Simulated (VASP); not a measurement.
# RbCl (Fm-3m) in VASP: a series of runs, part 2 of 2

VASP 6.6.1. The steps go on from the part before.

**4. Single point, SCAN0**

run.py reads:

```python
from ase.calculators.vasp import Vasp
from ase.dft.bandgap import bandgap
from ase.io import read

atoms = read('RbCl.cif', primitive_cell=True, subtrans_included=False)
calc = Vasp(
    directory='calc',
    pp='PBE',
    setups='materialsproject',
    prec='Accurate',
    encut=520,
    ediff=1e-06,
    ismear=-5,
    sigma=0.05,
    lreal=False,
    lasph=True,
    nelm=60,
    algo='Normal',
    isif=2,
    lwave=False,
    lcharg=False,
    metagga='SCAN',
    lhfcalc=True,
    aexx=0.25,
    lmixtau=True,
    precfock='Fast',
    kpts=[4, 4, 4],
    gamma=True,
)
atoms.calc = calc

print('energy (eV):', atoms.get_potential_energy())
print('free energy (eV):', atoms.get_potential_energy(force_consistent=True))
print('forces (eV/A):')
print(atoms.get_forces())
print('stress (eV/A^3, Voigt):', atoms.get_stress())
print('Fermi level (eV):', calc.get_fermi_level())
gap, top, bottom = bandgap(calc)
print('band gap (eV):', gap, 'from (spin, k, band)', top, 'to', bottom)
```

RbCl.cif reads:

```cif
data_RbCl
_cell_length_a 6.54800000
_cell_length_b 6.54800000
_cell_length_c 6.54800000
_cell_angle_alpha 90.00000000
_cell_angle_beta 90.00000000
_cell_angle_gamma 90.00000000
_space_group_name_H-M_alt 'Fm-3m'
_space_group_name_Hall '-F 4 2 3'
_space_group_IT_number 225
loop_
_space_group_symop_operation_xyz
'x,y,z'
'-x,-y,-z'
'-y,x,z'
'y,-x,-z'
'-x,-y,z'
'x,y,-z'
'y,-x,z'
'-y,x,-z'
'x,-y,-z'
'-x,y,z'
'-y,-x,-z'
'y,x,z'
'-x,y,-z'
'x,-y,z'
'y,x,-z'
'-y,-x,z'
'z,x,y'
'-z,-x,-y'
'z,-y,x'
'-z,y,-x'
'z,-x,-y'
'-z,x,y'
'z,y,-x'
'-z,-y,x'
'-z,x,-y'
'z,-x,y'
'-z,-y,-x'
'z,y,x'
'-z,-x,y'
'z,x,-y'
'-z,y,x'
'z,-y,-x'
'y,z,x'
'-y,-z,-x'
'x,z,-y'
'-x,-z,y'
'-y,z,-x'
'y,-z,x'
'-x,z,y'
'x,-z,-y'
'-y,-z,x'
'y,z,-x'
'-x,-z,-y'
'x,z,y'
'y,-z,-x'
'-y,z,x'
'x,-z,y'
'-x,z,-y'
'x,y+1/2,z+1/2'
'-x,-y+1/2,-z+1/2'
'-y,x+1/2,z+1/2'
[... 62 lines left out ...]
'-z+1/2,-x,-y+1/2'
'z+1/2,-y,x+1/2'
'-z+1/2,y,-x+1/2'
'z+1/2,-x,-y+1/2'
'-z+1/2,x,y+1/2'
'z+1/2,y,-x+1/2'
'-z+1/2,-y,x+1/2'
'-z+1/2,x,-y+1/2'
'z+1/2,-x,y+1/2'
'-z+1/2,-y,-x+1/2'
'z+1/2,y,x+1/2'
'-z+1/2,-x,y+1/2'
'z+1/2,x,-y+1/2'
'-z+1/2,y,x+1/2'
'z+1/2,-y,-x+1/2'
'y+1/2,z,x+1/2'
'-y+1/2,-z,-x+1/2'
'x+1/2,z,-y+1/2'
'-x+1/2,-z,y+1/2'
'-y+1/2,z,-x+1/2'
'y+1/2,-z,x+1/2'
'-x+1/2,z,y+1/2'
'x+1/2,-z,-y+1/2'
'-y+1/2,-z,x+1/2'
'y+1/2,z,-x+1/2'
'-x+1/2,-z,-y+1/2'
'x+1/2,z,y+1/2'
'y+1/2,-z,-x+1/2'
'-y+1/2,z,x+1/2'
'x+1/2,-z,y+1/2'
'-x+1/2,z,-y+1/2'
'x+1/2,y+1/2,z'
'-x+1/2,-y+1/2,-z'
'-y+1/2,x+1/2,z'
'y+1/2,-x+1/2,-z'
'-x+1/2,-y+1/2,z'
'x+1/2,y+1/2,-z'
'y+1/2,-x+1/2,z'
'-y+1/2,x+1/2,-z'
'x+1/2,-y+1/2,-z'
'-x+1/2,y+1/2,z'
'-y+1/2,-x+1/2,-z'
'y+1/2,x+1/2,z'
'-x+1/2,y+1/2,-z'
'x+1/2,-y+1/2,z'
'y+1/2,x+1/2,-z'
'-y+1/2,-x+1/2,z'
'z+1/2,x+1/2,y'
'-z+1/2,-x+1/2,-y'
'z+1/2,-y+1/2,x'
'-z+1/2,y+1/2,-x'
'z+1/2,-x+1/2,-y'
'-z+1/2,x+1/2,y'
'z+1/2,y+1/2,-x'
'-z+1/2,-y+1/2,x'
'-z+1/2,x+1/2,-y'
'z+1/2,-x+1/2,y'
'-z+1/2,-y+1/2,-x'
'z+1/2,y+1/2,x'
'-z+1/2,-x+1/2,y'
'z+1/2,x+1/2,-y'
'-z+1/2,y+1/2,x'
'z+1/2,-y+1/2,-x'
'y+1/2,z+1/2,x'
'-y+1/2,-z+1/2,-x'
'x+1/2,z+1/2,-y'
'-x+1/2,-z+1/2,y'
'-y+1/2,z+1/2,-x'
'y+1/2,-z+1/2,x'
'-x+1/2,z+1/2,y'
'x+1/2,-z+1/2,-y'
'-y+1/2,-z+1/2,x'
'y+1/2,z+1/2,-x'
'-x+1/2,-z+1/2,-y'
'x+1/2,z+1/2,y'
'y+1/2,-z+1/2,-x'
'-y+1/2,z+1/2,x'
'x+1/2,-z+1/2,y'
'-x+1/2,z+1/2,-y'
loop_
_atom_site_label
_atom_site_type_symbol
_atom_site_symmetry_multiplicity
_atom_site_Wyckoff_symbol
_atom_site_fract_x
_atom_site_fract_y
_atom_site_fract_z
_atom_site_occupancy
Rb1 Rb 4 a 0.0000000000 0.0000000000 0.0000000000 1
Cl1 Cl 4 b 0.5000000000 0.0000000000 0.0000000000 1
```

Run with:

```
$ python run.py
```

Run time: 8.9 min. Hardware: 1 thread of Intel Xeon Platinum 8375C at 2.90GHz (Ice Lake), shared host; peak memory 0.22 GiB.

It converged, with:

```yaml
Free_energy: -27.9677 eV
Pressure: 0.2 GPa
Band_gap_on_the_k_mesh: 7.35 eV, direct
```

Levels at points of the mesh, in eV from the valence-band top:
```csv
k point,band 4,band 5,band 6,band 7,band 8,band 9,band 10,band 11,band 12
"(0.00, 0.00, 0.00)",-8.45,-8.45,0.00,0.00,0.00,7.35,10.53,10.53,10.53
"(0.50, 0.00, 0.00)",-8.46,-8.41,-0.93,-0.37,-0.37,10.02,10.45,13.00,13.00
"(0.50, 0.50, 0.00)",-8.56,-8.56,-0.35,-0.11,-0.11,8.44,10.83,12.11,13.07
```

Caveat: the PAW data sets were made with another functional, which shifts forces and pressure a little.

**5. Relaxation of cell and atoms, vdW-DF-cx (volume scaled by 0.92)**

INCAR reads:

```
SYSTEM = RbCl
PREC     = Accurate       ! precision mode
ENCUT    = 600            ! plane-wave cutoff, eV
EDIFF    = 1E-6           ! SCF threshold, eV
ISMEAR   = -1             ! smearing method
SIGMA    = 0.05           ! smearing width, eV
LREAL    = .False.        ! projectors in reciprocal space
LASPH    = .True.         ! aspherical terms in the spheres
NELM     = 100            ! most SCF steps
ALGO     = Normal         ! electronic algorithm
ISIF     = 3              ! what is computed and relaxed
LWAVE    = .False.        ! write WAVECAR
LCHARG   = .False.        ! write CHGCAR
GGA      = CX             ! functional
LUSE_VDW = .True.       
AGGAC    = 0.0          
IBRION   = 1              ! ionic algorithm
NSW      = 60             ! ionic steps
EDIFFG   = -0.02          ! ionic threshold
POTIM    = 0.2            ! step
```

KPOINTS reads:

```
Automatic mesh
0
Gamma
  7 7 7
  0 0 0
```

POSCAR reads:

```
RbCl
1.0
    0.0000000000      3.1842558170      3.1842558170
    3.1842558170      0.0000000000      3.1842558170
    3.1842558170      3.1842558170      0.0000000000
Rb Cl
1 1
Direct
    0.0000000000      0.0000000000      0.0000000000
    0.5000000000      0.5000000000      0.5000000000
```

Potentials or basis: VASP PAW PBE potentials, release 64 (Rb_sv, Cl).

Run with:

```
$ cat potpaw_PBE.64/Rb_sv/POTCAR potpaw_PBE.64/Cl/POTCAR > POTCAR
$ mpirun -np 1 vasp_std > vasp.out
```

OUTCAR:

```text
SYSTEM = RbCl
   PREC = Accurate
   ENCUT = 600
   EDIFF = 1E-6
   ISMEAR = -1
   LREAL = .False.
   LASPH = .True.
   NELM = 100
   ISIF = 3
   GGA = CX
   IBRION = 1
   NSW = 60
   EDIFFG = -0.02
   POTIM = 0.2

 ion  position               nearest neighbor table
   1  0.000  0.000  0.000-   2 3.18   2 3.18   2 3.18   2 3.18   2 3.18   2 3.18
   2  0.500  0.500  0.500-   1 3.18   1 3.18   1 3.18   1 3.18   1 3.18   1 3.18

  LATTYP: Found a face centered cubic cell.
 ALAT       =     6.3685116340

  Lattice vectors:

[... 181 lines left out ...]
  Direction    XX          YY          ZZ          XY          YZ          ZX
  --------------------------------------------------------------------------------------
  -------------------------------------------------------------------------------------
  Total        0.8328928      0.8328928      0.8328928      0.0000000     -0.0000000      0.0000000
  in kB       20.6654960     20.6654960     20.6654960      0.0000000     -0.0000000      0.0000000
  external PRESSURE =      20.6654960 kB  Pullay stress =       0.0000000 kB
[... 101 lines left out ...]
--------------------------------------- Ionic step        4  -------------------------------------------

 number of electron      16.0000002 magnetization

 Free energy of the ion-electron system (eV)
  ---------------------------------------------------
  ext. energy  EPLUGINS =         0.00000000
  ---------------------------------------------------
  free energy    TOTEN  =        -2.94017554 eV

  energy without entropy =       -2.94017554  energy(sigma->0) =       -2.94017554

 E-fermi :  -0.7565     XC(G=0):  -7.3003

 val. band max:       -1.9105276972   @ k =   0.0000   0.0000   0.0000
 cond. band min:       3.1775486387   @ k =   0.0000   0.0000   0.0000
 fundamental gap:      5.0880763359
 Fermi energy:        -0.7565182924

 k-point     1 :       0.0000    0.0000    0.0000
  band No.  band energies     occupation
      1     -25.8216      2.00000
      2     -13.8524      2.00000
      3      -9.8748      2.00000
      4      -9.8748      2.00000
      5      -9.8748      2.00000
      6      -1.9105      2.00000
      7      -1.9105      2.00000
      8      -1.9105      2.00000
      9       3.1775      0.00000
     10       6.1213      0.00000
     11       6.1213      0.00000
     12       6.1213      0.00000
[... 316 lines left out ...]
  energy  without entropy=       -2.9401755369  energy(sigma->0) =       -2.94017554

Total vdW correction in eV:      3.1945253

 reached required accuracy - stopping structural energy minimisation
```

OSZICAR:

```text
N       E                     dE             d eps       ncg     rms          rms(c)
DAV:   1     0.100601551434E+03    0.10060E+03   -0.78020E+03   480   0.131E+03
DAV:   2     0.306400815165E+01   -0.97538E+02   -0.89444E+02   704   0.211E+02
DAV:   3    -0.301993128923E+01   -0.60839E+01   -0.60463E+01   608   0.581E+01
[... 33 lines left out ...]
DAV:   2    -0.294100837463E+01    0.39832E-02   -0.86294E-03   592   0.660E-01    0.143E-01
DAV:   3    -0.294017954224E+01    0.82883E-03   -0.23402E-03   624   0.319E-01    0.654E-02
DAV:   4    -0.294017111506E+01    0.84272E-05   -0.21222E-04   776   0.846E-02    0.240E-02
DAV:   5    -0.294017568392E+01   -0.45689E-05   -0.16475E-05   724   0.315E-02    0.115E-02
DAV:   6    -0.294017553690E+01    0.14702E-06   -0.26858E-06   492   0.163E-02
   4 F= -.29401755E+01 E0= -.29401755E+01  d E =-.226103E-03
```

CONTCAR:

```text
RbCl
   1.00000000000000
     0.0000000000000000    3.2939066746488948    3.2939066746488948
     3.2939066746488948   -0.0000000000000000    3.2939066746488948
     3.2939066746488948    3.2939066746488948   -0.0000000000000000
  Rb              Cl
     1     1
Direct
     0.0000000000000000   -0.0000000000000000    0.0000000000000000
     0.5000000000000000    0.5000000000000000    0.5000000000000000

  0.00000000E+00  0.00000000E+00  0.00000000E+00
  0.00000000E+00  0.00000000E+00  0.00000000E+00
```

It took 6.4 min on 1 thread of Intel Xeon Platinum 8375C at 2.90GHz (Ice Lake), shared host; peak memory 0.47 GiB.

What came out:

- Free energy: -2.9402 eV
- Relaxed volume: 35.74 Å³/atom
- Relaxed cell: a = 4.658 Å, b = 4.658 Å, c = 4.658 Å, α = 60.00°, β = 60.00°, γ = 60.00°
- Space group after relaxing (to 0.05 Å): Fm-3m (No. 225)
- Energy gained by relaxing: 20.3 meV/atom
- Ionic steps: 4
- Pressure after relaxing: 0.0 GPa
- Band gap on the k mesh: 5.09 eV, direct

Step by step:
```csv
step,energy change (eV),largest force (eV/Å),pressure (GPa),volume (Å³)
1,0.0000,0.0000,2.07,64.57
2,-0.0173,0.0000,1.50,66.14
3,-0.0403,0.0000,0.13,70.98
4,-0.0406,0.0000,0.02,71.48
```

Final structure:
```
Rb Cl
1.0
     0.00000    3.29391    3.29391
     3.29391    0.00000    3.29391
     3.29391    3.29391    0.00000
Rb Cl
1 1
Direct
  0.00000 0.00000 0.00000
  0.50000 0.50000 0.50000
```

Caveat: the PAW data sets were made with another functional, which shifts forces and pressure a little; an odd mesh through Γ misses points on the zone boundary, where band edges often lie.

**6. Overview**

| task | level | cell | k mesh | cutoff (eV) | smearing | grid for exact exchange (PRECFOCK) | exchange at q = 0 | other keys | gap on the mesh (eV) | pressure (GPa) |
| --- | --- | --- | --- | --- | --- | --- | --- | --- | --- | --- |
| single point | RPBE | as given | 7 × 7 × 7 | 520 | gaussian 0.1 eV | - | - | - | 5.40 | 2.6 |
| single point | SCAN0 | as given | 4 × 4 × 4 | 520 | tetrahedron | Fast | default | - | 7.35 | 0.2 |
| relaxation of cell and atoms | vdW-DF-cx | relaxed from: volume scaled by 0.92 | 7 × 7 × 7 | 600 | fermi-dirac 0.05 eV | - | - | IBRION = 1; POTIM = 0.2 | 5.09 | 0.0 |

Alike in all rows: potentials or basis VASP PAW PBE potentials, release 64 (Rb_sv, Cl); no spin polarisation.

Caveats: the PAW data sets were made with another functional, which shifts forces and pressure a little; an odd mesh through Γ misses points on the zone boundary, where band edges often lie (some runs).

Total energies depend on the potentials used, so only differences within one code and one set of settings carry meaning.
